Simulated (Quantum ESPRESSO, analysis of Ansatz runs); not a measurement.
# HfO2 (P2_1/c), nudged elastic band: V_O hop (2.5 Å) (q = 0) (Quantum ESPRESSO), part 2 of 3

Wanted: path and barrier of a jump of O in HfO2 (P2_1/c) at charge 0. The case: V_O hop (2.5 Å), in a cell of 48 host atoms with 1 O taken out.

Quantum ESPRESSO 7.5; Quantum ESPRESSO plane-wave DFT, PBEsol, GBRV 1.5 PBEsol potentials; nudged elastic band between two relaxed defect structures.

So far: The starting structure; Relaxation of the start point, charge 0.

### Step 3. Relaxation of the end point, charge 0

Level of this step: Quantum ESPRESSO plane-wave DFT, PBEsol, GBRV 1.5 PBEsol potentials; relaxation of all atoms of a defect supercell (Quantum ESPRESSO).

The end point is relaxed in the same cell and settings, so that the two energies compare. Atoms more than 3.2 Å from the middle of the hop start where the first relaxation left them, the nearer ones on or close to their ideal places, with small random displacements.

The input, pw.in:

```
&CONTROL
  calculation = 'relax'
  prefix = 'pwscf'
  outdir = './tmp'
  pseudo_dir = './pseudo'
  tprnfor = .true.
  disk_io = 'low'
  nstep = 70
  forc_conv_thr = 0.00078
  etot_conv_thr = 0.0001
/
&SYSTEM
  ibrav = 0
  nat = 47
  ntyp = 2
  ecutwfc = 36
  ecutrho = 288
  nbnd = 193
  occupations = 'fixed'
  nosym = .true.
/
&ELECTRONS
  conv_thr = 5d-08
  electron_maxstep = 100
  mixing_beta = 0.5
/
&IONS
  ion_dynamics = 'bfgs'
/
ATOMIC_SPECIES
Hf   178.4900 hf_pbesol_v1.uspp.F.UPF
O     15.9990 o_pbesol_v1.2.uspp.F.UPF
CELL_PARAMETERS angstrom
  -5.9416700321    5.1632183130    5.1583953549
   4.2040263173   -5.1632183130    5.1655565917
   5.9416700321    5.1632183130   -5.1583953549
ATOMIC_POSITIONS crystal
Hf     0.0811040666    0.4923830384    0.8660433502
Hf     0.0824549064    0.9923351237    0.3659555876
Hf     0.5836541471    0.4924623065    0.3683548102
[... 4 atom lines left out ...]
Hf     0.8741576601    0.7579630425    0.8400552488
[... 1 atom line left out ...]
Hf     0.4164431824    0.5062387201    0.6323443137
[... 4 atom lines left out ...]
Hf     0.6246812935    0.2417980907    0.6586159456
[... 1 atom line left out ...]
O      0.3613362266    0.2143974433    0.5929040749
[... 2 atom lines left out ...]
O      0.8617018010    0.7131774132    0.5942883709
[... 1 atom line left out ...]
O      0.3799065265    0.5361054636    0.3986380410
[... 1 atom line left out ...]
O      0.8793613596    0.5348809139    0.8977565901
[... 6 atom lines left out ...]
O      0.6622232354    0.7922759493    0.8000394062
[... 2 atom lines left out ...]
O      0.3400700734    0.7046906296    0.7077438879
[... 3 atom lines left out ...]
O      0.5015288319    0.5446771894    0.8846836900
O      0.9745350652    0.0376306106    0.8765467492
[... 7 atom lines left out ...]
O      0.5154653941    0.9550721850    0.6203818002
K_POINTS gamma
```

Run with:

```
OMP_NUM_THREADS=1 mpirun -n 4 pw.x -in pw.in > pw.out
```

Output:

```text
[shortened: banners, details of potentials and solvers, and blank lines are left out]
[banner, memory and clock lines left out]
     gamma-point specific algorithms are used
     one sub-group per band group will be used
     bravais-lattice index     =            0
     lattice parameter (alat)  =      17.7847  a.u.
     unit-cell volume          =    3650.0307 (a.u.)^3
     number of atoms/cell      =           47
     number of atomic types    =            2
     number of electrons       =       378.00
     number of Kohn-Sham states=          193
     kinetic-energy cutoff     =      36.0000  Ry
     charge density cutoff     =     288.0000  Ry
     scf convergence threshold =      5.0E-08
     mixing beta               =       0.5000
     number of iterations used =            8  plain     mixing
     energy convergence thresh.=      1.0E-04
     force convergence thresh. =      7.8E-04
     Exchange-correlation= SLA  PW   PSX  PSC
                           (   1   4  10   8   0   0   0)
     nstep                     =           70
     crystal axes: (cart. coord. in units of alat)
               a(1) = (  -0.631338   0.548623   0.548110 )
               a(2) = (   0.446703  -0.548623   0.548871 )
               a(3) = (   0.631338   0.548623  -0.548110 )
     PseudoPot. # 1 for Hf read from file:
     hf_pbesol_v1.uspp.F.UPF
     Pseudo is Ultrasoft + core correction, Zval = 12.0
[...]
PseudoPot. # 2 for O  read from file:
     o_pbesol_v1.2.uspp.F.UPF
     Pseudo is Ultrasoft + core correction, Zval =  6.0
[...]
atomic species   valence    mass     pseudopotential
     Hf               12.00   178.49000     Hf( 1.00)
     O                 6.00    15.99900     O ( 1.00)
     No symmetry found
     site n.     atom                  positions (alat units)
         1        Hf     tau(   1) = (   0.7155111   0.2494942  -0.1599785  )
         2        Hf     tau(   2) = (   0.6222639  -0.2984095   0.3892747  )
         3        Hf     tau(   3) = (   0.0840577   0.2521178   0.3883063  )
         4        Hf     tau(   4) = (   0.6209085   0.2520163   0.3883012  )
         5        Hf     tau(   5) = (   0.4083133   0.5244384  -0.1148543  )
         6        Hf     tau(   6) = (   0.3151140  -0.0245269   0.4356958  )
         7        Hf     tau(   7) = (  -0.2224282   0.5237402   0.4348385  )
         8        Hf     tau(   8) = (   0.3170542   0.5246206   0.4347161  )
[...]
number of k points=     1
                       cart. coord. in units 2pi/alat
        k(    1) = (   0.0000000   0.0000000   0.0000000), wk =   2.0000000
     Dense  grid:   150556 G-vectors     FFT dimensions: ( 100,  90, 100)
     Smooth grid:    53237 G-vectors     FFT dimensions: (  72,  64,  72)
     Check: negative core charge=   -0.000005
     starting charge     345.9999, renormalised to     378.0000
     Self-consistent Calculation
     iteration #  1     ecut=    36.00 Ry     beta= 0.50
     total energy              =   -3541.03662157 Ry
     estimated scf accuracy    <      16.01315525 Ry
     iteration #  2     ecut=    36.00 Ry     beta= 0.50
     total energy              =   -3542.96566612 Ry
     estimated scf accuracy    <       2.21715606 Ry
     iteration #  3     ecut=    36.00 Ry     beta= 0.50
     total energy              =   -3543.28102464 Ry
     estimated scf accuracy    <       0.11349277 Ry
[...]
estimated scf accuracy    <       0.00000038 Ry
[... 96 further cycles ...]
     iteration #  5     ecut=    36.00 Ry     beta= 0.50
     total energy              =   -3543.33424153 Ry
     estimated scf accuracy    <       0.00000001 Ry
     iteration #  6     ecut=    36.00 Ry     beta= 0.50
     total energy              =   -3543.33424153 Ry
     estimated scf accuracy    <          1.4E-09 Ry
     iteration #  7     ecut=    36.00 Ry     beta= 0.50
     End of self-consistent calculation
          k = 0.0000 0.0000 0.0000 (  6643 PWs)   bands (ev):
   -49.3842 -49.3749 -49.3681 -49.3674 -49.3631 -49.3614 -49.3561 -49.3525
   -49.3499 -49.3419 -49.3388 -49.3319 -49.2288 -49.2095 -49.1085 -49.0612
   -18.5117 -18.4883 -18.4579 -18.4224 -18.4153 -18.3955 -18.3897 -18.3616
   -18.3576 -18.3480 -18.3440 -18.3281 -18.3008 -18.2968 -18.2656 -18.2523
   -18.2379 -18.2292 -18.2259 -18.2144 -18.1955 -18.1559 -18.1366 -18.1356
   -18.1142 -18.1019 -18.0994 -18.0775 -18.0654 -18.0518 -18.0416 -18.0244
   -18.0210 -18.0077 -17.9997 -17.9890 -17.9822 -17.9700 -17.9646 -17.9486
   -17.9255 -17.9147 -17.9016 -17.8854 -17.8549 -17.8147 -17.7541 -17.6930
[...]
15.4277
     highest occupied, lowest unoccupied level (ev):    13.1146   15.0231
!    total energy              =   -3543.33424153 Ry
     estimated scf accuracy    <          1.0E-10 Ry
     The total energy is the sum of the following terms:
     one-electron contribution =    -554.62236778 Ry
     hartree contribution      =     494.67903939 Ry
     xc contribution           =   -1431.55013125 Ry
     ewald contribution        =   -2051.84078189 Ry
     convergence has been achieved in   7 iterations
     Forces acting on atoms (cartesian axes, Ry/au):
     atom    1 type  1   force =     0.00013795   -0.00014331    0.00062522
     atom    2 type  1   force =    -0.00034867   -0.00035294   -0.00017947
     atom    3 type  1   force =     0.00013729   -0.00013957   -0.00018224
     atom    4 type  1   force =    -0.00018940    0.00026778   -0.00003571
     atom    5 type  1   force =    -0.00014654   -0.00019294    0.00027200
     atom    6 type  1   force =    -0.00014060    0.00027553    0.00000786
     atom    7 type  1   force =    -0.00006708   -0.00031814    0.00033394
     atom    8 type  1   force =     0.00011386    0.00022862   -0.00006277
[...]
Total force =     0.003509     Total SCF correction =     0.000026
     Energy error            =      2.5E-05 Ry
     Gradient error          =      8.8E-04 Ry/Bohr
     number of scf cycles    =  14
     number of bfgs steps    =  13
     energy             old  =   -3543.3342165618 Ry
     energy             new  =   -3543.3342415335 Ry
     CASE: energy            _new < energy            _old
     new trust radius        =       0.0043473420 bohr
     new conv_thr            =       0.0000000005 Ry
ATOMIC_POSITIONS (crystal)
Hf               0.0823978315        0.4914547356        0.8656197241
Hf               0.0822715731        0.9930155567        0.3673106399
Hf               0.5814988070        0.4920531247        0.3666923483
Hf               0.5816075120        0.9919204178        0.8658265576
Hf               0.3753602455        0.2580946738        0.8395217897
Hf               0.3745327744        0.7585151185        0.3398570612
Hf               0.8744083182        0.2571318206        0.3394958158
Hf               0.8733747451        0.7570497958        0.8404726337
[...]
Check: negative core charge=   -0.000005
     Self-consistent Calculation
     iteration #  1     ecut=    36.00 Ry     beta= 0.50
     total energy              =   -3543.33425867 Ry
     estimated scf accuracy    <       0.00001745 Ry
     iteration #  2     ecut=    36.00 Ry     beta= 0.50
     total energy              =   -3543.33426048 Ry
     estimated scf accuracy    <       0.00000225 Ry
     iteration #  3     ecut=    36.00 Ry     beta= 0.50
     total energy              =   -3543.33426090 Ry
     estimated scf accuracy    <       0.00000040 Ry
[...]
estimated scf accuracy    <       0.00000003 Ry
     iteration #  5     ecut=    36.00 Ry     beta= 0.50
     total energy              =   -3543.33426097 Ry
     estimated scf accuracy    <       0.00000001 Ry
     iteration #  6     ecut=    36.00 Ry     beta= 0.50
     total energy              =   -3543.33426097 Ry
     estimated scf accuracy    <          1.4E-09 Ry
     iteration #  7     ecut=    36.00 Ry     beta= 0.50
     End of self-consistent calculation
          k = 0.0000 0.0000 0.0000 (  6643 PWs)   bands (ev):
   -49.3852 -49.3748 -49.3681 -49.3666 -49.3633 -49.3612 -49.3565 -49.3523
   -49.3498 -49.3421 -49.3391 -49.3313 -49.2281 -49.2093 -49.1069 -49.0608
   -18.5116 -18.4884 -18.4579 -18.4223 -18.4153 -18.3955 -18.3895 -18.3618
   -18.3576 -18.3480 -18.3441 -18.3281 -18.3010 -18.2967 -18.2654 -18.2522
   -18.2379 -18.2294 -18.2259 -18.2146 -18.1954 -18.1558 -18.1369 -18.1357
   -18.1142 -18.1016 -18.0992 -18.0775 -18.0654 -18.0516 -18.0413 -18.0244
   -18.0209 -18.0076 -17.9996 -17.9888 -17.9821 -17.9700 -17.9643 -17.9482
   -17.9253 -17.9143 -17.9014 -17.8850 -17.8545 -17.8142 -17.7534 -17.6923
[...]
15.4275
     highest occupied, lowest unoccupied level (ev):    13.1156   15.0229
!    total energy              =   -3543.33426097 Ry
     estimated scf accuracy    <          1.8E-10 Ry
     The total energy is the sum of the following terms:
     one-electron contribution =    -554.62583136 Ry
     hartree contribution      =     494.68113644 Ry
     xc contribution           =   -1431.55087478 Ry
     ewald contribution        =   -2051.83869128 Ry
     convergence has been achieved in   7 iterations
     Forces acting on atoms (cartesian axes, Ry/au):
     atom    1 type  1   force =     0.00009444   -0.00030817    0.00058267
     atom    2 type  1   force =    -0.00022892   -0.00023293   -0.00011939
     atom    3 type  1   force =     0.00012285   -0.00026172   -0.00020249
     atom    4 type  1   force =    -0.00004065    0.00042605    0.00023252
     atom    5 type  1   force =    -0.00020201   -0.00000907    0.00041916
     atom    6 type  1   force =    -0.00002064    0.00020908   -0.00009483
     atom    7 type  1   force =     0.00028379    0.00013170    0.00013750
     atom    8 type  1   force =     0.00029047    0.00040129   -0.00043345
[...]
Total force =     0.003152     Total SCF correction =     0.000038
     Energy error            =      1.9E-05 Ry
     Gradient error          =      6.8E-04 Ry/Bohr
     bfgs converged in  15 scf cycles and  14 bfgs steps
     (criteria: energy <  1.0E-04 Ry, force <  7.8E-04 Ry/Bohr)
     End of BFGS Geometry Optimization
     Final energy             =   -3543.3342609743 Ry
Begin final coordinates
ATOMIC_POSITIONS (crystal)
Hf               0.0823978315        0.4914547356        0.8656197241
Hf               0.0822715731        0.9930155567        0.3673106399
Hf               0.5814988070        0.4920531247        0.3666923483
Hf               0.5816075120        0.9919204178        0.8658265576
Hf               0.3753602455        0.2580946738        0.8395217897
Hf               0.3745327744        0.7585151185        0.3398570612
Hf               0.8744083182        0.2571318206        0.3394958158
Hf               0.8733747451        0.7570497958        0.8404726337
[...]
End final coordinates
```

It took 8.6 min on 4 MPI ranks of Intel Xeon Platinum 8259CL at 2.50GHz (Skylake/Cascade Lake), shared host; peak memory 1.4 GiB; 34 min of CPU time.

Relaxation path:

```csv
step,energy less that of the first step (eV)
0,0.0000
1,-0.0969
2,-0.1620
3,-0.1855
4,-0.2057
5,-0.2163
6,-0.2252
7,-0.2303
8,-0.2337
9,-0.2359
10,-0.2374
11,-0.2383
12,-0.2388
13,-0.2391
14,-0.2394
```

The atoms that moved most (Å):

```csv
atom,dx,dy,dz,length
O34,-0.060,-0.116,0.093,0.160
O45,-0.054,0.077,0.054,0.109
O39,-0.028,0.050,0.076,0.096
O38,0.037,-0.066,-0.050,0.091
O47,0.048,-0.066,-0.008,0.082
O24,-0.038,-0.057,0.000,0.068
O20,0.015,0.007,-0.053,0.056
O35,0.006,0.032,-0.033,0.046
```

Neighbours of O31 at the end:

```csv
atom,distance (Å)
Hf8,2.012
Hf4,2.063
Hf10,2.102
O34,2.543
O39,2.729
O38,2.738
O45,2.839
O47,2.841
```

Read from the output:

| Property | Result |
| --- | --- |
| highest filled level | 13.12 eV |
| lowest empty level | 15.02 eV |
| r.m.s. move of the farther half of the atoms | 0.06823 Å |
| largest move from the ideal geometry of this structure, a common shift of the far atoms taken out | 0.1636 Å |

The relaxation gained 0.239 eV and ended with a largest force component of 0.017 eV/Å. The end lies 0.101 eV below the start.

[end of part 2 of 3]

[Logs are printed without paths, hosts, clocks, repeated set-up lines and the standing remarks that a program may print on its own settings, such as how far it seeks lower states.]

[Hosts, paths, dates, database ids (printed as entryN), source tags and the programs' standing remarks are cut or masked in the printed files.]
